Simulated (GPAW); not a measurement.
# MoS2 (P6_3/mmc) in GPAW: single point with TB-mBJ

Aim: the single point of MoS2 with TB-mBJ.

All numbers are computed with GPAW 26.7.0; they aren't measurements. Logs are shortened: lines on timing, memory, paths and dates and some standing lists are left out, and cuts for length are marked. The log counts tension as positive stress, the text compression.

**Experimental background.**

“Multiwavelength excitation Raman Scattering Analysis of bulk and 2 dimensional MoS2: Vibrational properties of atomically thin MoS2 layers”, 2015, arxiv:1506.03228 reports, for a bulk crystal of MoS2 at 300 K: band gap 1.3 eV (indirect).

How close the calculation comes is told below.

## 1. The structure

Symmetry: P6_3/mmc, No. 194, hexagonal system. Conventional cell: a = 3.169 Å, b = 3.169 Å, c = 12.324 Å, α = 90.00°, β = 90.00°, γ = 120.00°. Mo (site symmetry -6m2) has 6 S at 2.41 Å as nearest neighbours. S (site symmetry 3m) is surrounded by 3 Mo at 2.41 Å.

## 2. Single point, TB-mBJ

Input file run.py:

```python
from ase import Atoms
from ase.dft.bandgap import bandgap
from ase.io import write
from gpaw import GPAW, PW

atoms = Atoms(['Mo', 'Mo', 'S', 'S', 'S', 'S'],
              cell=[[3.169, 0.0, 0.0],
                    [-1.5845, 2.7444345046, 0.0],
                    [0.0, 0.0, 12.324]],
              scaled_positions=[[0.6666666667, 0.3333333333, 0.75],
                                [0.3333333333, 0.6666666667, 0.25],
                                [0.6666666667, 0.3333333333, 0.377],
                                [0.3333333333, 0.6666666667, 0.877],
                                [0.6666666667, 0.3333333333, 0.123],
                                [0.3333333333, 0.6666666667, 0.623]],
              pbc=True)

calc = GPAW(mode=PW(600),
            xc='TB09',
            kpts={'size': (6, 6, 2), 'gamma': True},
            occupations={'name': 'fermi-dirac', 'width': 0.05},
            nbands=46,
            convergence={'density': 1e-05, 'energy': 1e-05},
            eigensolver='cg',
            maxiter=150,
            txt='gpaw.txt')
atoms.calc = calc
energy = atoms.get_potential_energy()
calc.write('gs.gpw')
write('result.traj', atoms)
print('Fermi level:', round(calc.get_fermi_level(), 4), 'eV')
print(f'Gap: {bandgap(calc)[0]:.4f} eV, direct: {bandgap(calc, direct=True)[0]:.4f} eV')
```

Potentials or basis: GPAW PAW data sets for LDA (gpaw-data 1.2.1), pw.

On the command line:

```bash
OMP_NUM_THREADS=1 python run.py
```

gpaw.txt:

```text
___ ___ ___ _ _ _
 |   |   |_  | | | |
 | | | | | . | | | |
 |__ |  _|___|_____|  26.7.0
 |___|_|

Input parameters:
  convergence: {density: 1e-05,
                energy: 1e-05}
  eigensolver: cg
  kpts: {gamma: True,
         size: (6, 6, 2)}
  maxiter: 150
  mode: {ecut: 600.0,
         name: pw}
  nbands: 46
  occupations: {name: fermi-dirac,
                width: 0.05}
  xc: TB09

System changes: positions, numbers, cell, pbc, initial_charges, initial_magmoms

Initialize ...

species:
  Mo:
    name:    Molybdenum
    Z:       42.0
    valence: 14
    core:    28
    charge:  0.0  # [|e|]
    compensation charges:
      type: gauss
      rc: 0.38  # [Å]
      lmax: 2
    cutoffs:
      filter: 2.16  # [Å]
      core: 1.42  # [Å]
    projectors
    | kind |    occ | energy [eV] | rcut [Å] |
    |------|--------|-------------|----------|
    |   4s |  2.000 |     -64.384 |    1.238 |
    |   5s |  1.000 |      -4.319 |    1.238 |
    |   4p |  6.000 |     -38.595 |    1.296 |
    |   5p |  0.000 |      -1.161 |    1.296 |
    |   4d |  5.000 |      -3.933 |    1.296 |
    |    d |        |      23.278 |    1.296 |

    Using partial waves for Mo as LCAO basis

  S:
    name:    Sulfur
    Z:       16.0
    valence: 6
    core:    10
    charge:  0.0  # [|e|]
    compensation charges:
      type: gauss
      rc: 0.24  # [Å]
      lmax: 2
    cutoffs:
      filter: 1.77  # [Å]
      core: 1.66  # [Å]
    projectors
    | kind |    occ | energy [eV] | rcut [Å] |
    |------|--------|-------------|----------|
    |   3s |  2.000 |     -17.278 |    0.974 |
    |   3p |  4.000 |      -7.106 |    0.979 |
    |    s |        |       9.933 |    0.974 |
    |    p |        |      20.105 |    0.979 |
    |    d |        |       0.000 |    0.900 |

    Using partial waves for S as LCAO basis

Reference energy: -263337.961849  # eV

Spin-paired calculation

Convergence criteria:
 Maximum [total energy] change in last 3 cyles: 1e-05 eV / valence electron
 Maximum integral of absolute [dens]ity change: 1e-05 electrons / valence electron
 Maximum integral of absolute [eigenst]ate change: 4e-08 eV^2 / valence electron
 Maximum number of scf [iter]ations: 150
 (Square brackets indicate name in SCF output, whereas a 'c' in
 the SCF output indicates the quantity has converged.)

Symmetries present (total): 12

  ( 1  1  0)  ( 1  1  0)  ( 1  0  0)  ( 1  0  0)  ( 0  1  0)  ( 0  1  0)
  ( 0 -1  0)  (-1  0  0)  ( 0  1  0)  (-1 -1  0)  ( 1  0  0)  (-1 -1  0)
  ( 0  0  1)  ( 0  0 -1)  ( 0  0  1)  ( 0  0 -1)  ( 0  0 -1)  ( 0  0  1)

  ( 0 -1  0)  ( 0 -1  0)  (-1  0  0)  (-1  0  0)  (-1 -1  0)  (-1 -1  0)
  ( 1  1  0)  (-1  0  0)  ( 1  1  0)  ( 0 -1  0)  ( 1  0  0)  ( 0  1  0)
  ( 0  0 -1)  ( 0  0  1)  ( 0  0  1)  ( 0  0 -1)  ( 0  0  1)  ( 0  0 -1)

72 k-points: 6 x 6 x 2 Monkhorst-Pack grid + [1/12,1/12,1/4]
14 k-points in the irreducible part of the Brillouin zone
       k-points in crystal coordinates                weights
   0:     0.00000000    0.00000000    0.00000000          1/72
   1:     0.00000000    0.00000000    0.50000000          1/72
   2:     0.16666667    0.00000000    0.00000000          6/72
   3:     0.16666667    0.00000000    0.50000000          6/72
   4:     0.33333333   -0.16666667    0.00000000          6/72
   5:     0.33333333   -0.16666667    0.50000000          6/72
   6:     0.33333333    0.00000000    0.00000000          6/72
   7:     0.33333333    0.00000000    0.50000000          6/72
   8:     0.33333333    0.33333333    0.00000000          2/72
   9:     0.33333333    0.33333333    0.50000000          2/72
          ...
  13:     0.50000000    0.50000000    0.50000000          3/72

Wave functions: Plane wave expansion
  Cutoff energy: 600.000 eV
  Number of coefficients (min, max): 3504, 3614
  Pulay-stress correction: 0.000000 eV/Ang^3 (de/decut=0.000000)
  Using FFTW library
  ScaLapack parameters: grid=1x1, blocksize=None
  Wavefunction extrapolation:
    Improved wavefunction reuse through dual PAW basis

Occupation numbers: Fermi-Dirac:
  width: 0.0500  # eV

Eigensolver
   CG(niter=4, rtol=3.0e-01)

Densities:
  Coarse grid: 18*18*70 grid
  Fine grid: 36*36*140 grid
  Total Charge: 0.000000

Density mixing:
  Method: separate
  Backend: msr1
  Linear mixing parameter: 0.05
  old densities: 10
  Width of damping distribution: 1.1
  Damping of long wavelength oscillations: 20

Hamiltonian:
  XC and Coulomb potentials evaluated on a 36*36*140 grid
  Using the TB09 Exchange-Correlation functional
  External potential:
    NoExternalPotential

XC parameters: TB09 with 2 nearest neighbor stencil

Number of atoms: 6
Number of atomic orbitals: 42
Number of bands in calculation: 46
Number of valence electrons: 52
Bands to converge: occupied

... initialized

Initializing position-dependent things.

Density initialized from atomic densities
Creating initial wave functions:
  42 bands from LCAO basis set
  4 bands from random numbers

        S

           Mo
        S

           S
        Mo

           S

Atomic positions and initial magnetic moments

Positions:
   0 Mo     1.584500    0.914812    9.243000    ( 0.0000,  0.0000,  0.0000)
   1 Mo    -0.000000    1.829623    3.081000    ( 0.0000,  0.0000,  0.0000)
   2 S      1.584500    0.914812    4.646148    ( 0.0000,  0.0000,  0.0000)
   3 S     -0.000000    1.829623   10.808148    ( 0.0000,  0.0000,  0.0000)
   4 S      1.584500    0.914812    1.515852    ( 0.0000,  0.0000,  0.0000)
   5 S     -0.000000    1.829623    7.677852    ( 0.0000,  0.0000,  0.0000)

Unit cell:
           periodic     x           y           z      points  spacing
  1. axis:    yes    3.169000    0.000000    0.000000    18     0.1525
  2. axis:    yes   -1.584500    2.744435    0.000000    18     0.1525
  3. axis:    yes    0.000000    0.000000   12.324000    70     0.1761

  Lengths:   3.169000   3.169000  12.324000
  Angles:   90.000000  90.000000 120.000000

Effective grid spacing dv^(1/3) = 0.1678

iter:   1  9094.091901
iter:   2  9106.203011   +1.91  -1.13
iter:   3  9104.275267   +0.69  -1.15
iter:   4  9104.690285   +0.28  -1.22
iter:   5  9104.659907   -0.51  -1.29
iter:   6  9105.766304   +0.01  -1.42
iter:   7  9107.542928   -1.36  -1.76
iter:   8  9109.039050   -1.67  -1.95
iter:   9  9109.045856   -0.98  -1.84
iter:  10  9108.757853   -1.31  -2.39
iter:  11  9108.695498   -1.77  -2.25
[... 23 lines left out ...]
iter:  35  9109.411704   -5.94  -4.15
iter:  36  9109.409004   -5.85  -4.39
iter:  37  9109.399998   -6.39  -4.25
iter:  38  9109.408592   -5.84  -4.10
iter:  39  9109.400540   -5.50  -4.04
iter:  40  9109.406134   -5.35  -3.98
iter:  41  9109.401004   -5.40  -4.19
iter:  42  9109.405996   -5.48  -4.03
iter:  43  9109.402627   -5.56  -4.28
iter:  44  9109.403075   -5.67  -4.13
iter:  45  9109.402836c  -5.95  -5.32c
iter:  46  9109.402923c  -6.35  -5.24c
iter:  47  9109.403191c  -6.74  -5.16c
iter:  48  9109.403181c  -7.24  -5.08c
iter:  49  9109.403156c  -7.65c -5.00c

Converged after 49 iterations.

Dipole moment: (-0.000000, -0.000000, -0.000000) |e|*Ang

Energy contributions relative to reference atoms: (reference = -263337.961849)

Kinetic:        -47.880443
Potential:      +37.951612
External:        +0.000000
XC:            +9121.863151
Entropy (-ST):   -0.000001
Local:           -2.531163
SIC:             +0.000000
--------------------------
Free energy:   +9109.403156
Extrapolated:  +9109.403156

Showing only first 2 kpts
 Kpt  Band  Eigenvalues  Occupancy
  0    24      7.04986    2.00000
  0    25      8.06038    1.99992
  0    26     10.33062    0.00000
  0    27     10.33064    0.00000

  1    24      7.80177    2.00000
  1    25      7.80186    2.00000
  1    26     10.33503    0.00000
  1    27     10.33505    0.00000

Fermi level: 8.56533

Gap: 1.117 eV
Transition (v -> c):
  (s=0, k=0, n=25, [0.00, 0.00, 0.00]) -> (s=0, k=4, n=26, [0.33, -0.17, 0.00])
Direct/indirect transitions are different
Direct gap: 1.682 eV
Transition at: (s=0, k=8, n=25, [0.33, 0.33, 0.00])
Writing to gs.gpw (mode='')
```

It took 4.3 min on 1 thread of Arm Neoverse V2, shared host; peak memory 0.35 GiB.

What came out:

```yaml
Band_gap_on_the_k_mesh: 1.12 eV, indirect (least direct gap 1.68 eV)
```

Levels at points of the mesh, in eV from the valence-band top:
| k point | band 24 | band 25 | band 26 | band 27 | band 28 | band 29 |
| --- | --- | --- | --- | --- | --- | --- |
| (0.00, 0.00, 0.00) | -1.25 | -1.01 | 0.00 | 2.27 | 2.27 | 2.30 |
| (0.00, 0.00, 0.50) | -2.22 | -0.26 | -0.26 | 2.27 | 2.27 | 2.27 |
| (0.50, 0.50, 0.00) | -1.57 | -1.22 | -1.13 | 1.66 | 1.70 | 2.13 |
| (0.50, 0.50, 0.50) | -1.66 | -1.17 | -1.17 | 1.68 | 1.68 | 2.24 |

Caveat: a model potential gives levels but no total energy.

## 3. Against experiment

Step 2. Against the measured gap of MoS2, 1.3 eV (indirect; 300 K; “Multiwavelength excitation Raman Scattering Analysis of bulk and 2 dimensional MoS2: Vibrational properties of atomically thin MoS2 layers”, 2015, arxiv:1506.03228), the calculated 1.12 eV is off by -0.18 eV. Spin-orbit coupling on Mo is left out. The value is that of TB-mBJ on a finite k mesh, which can miss the band edges, without temperature or zero-point motion.
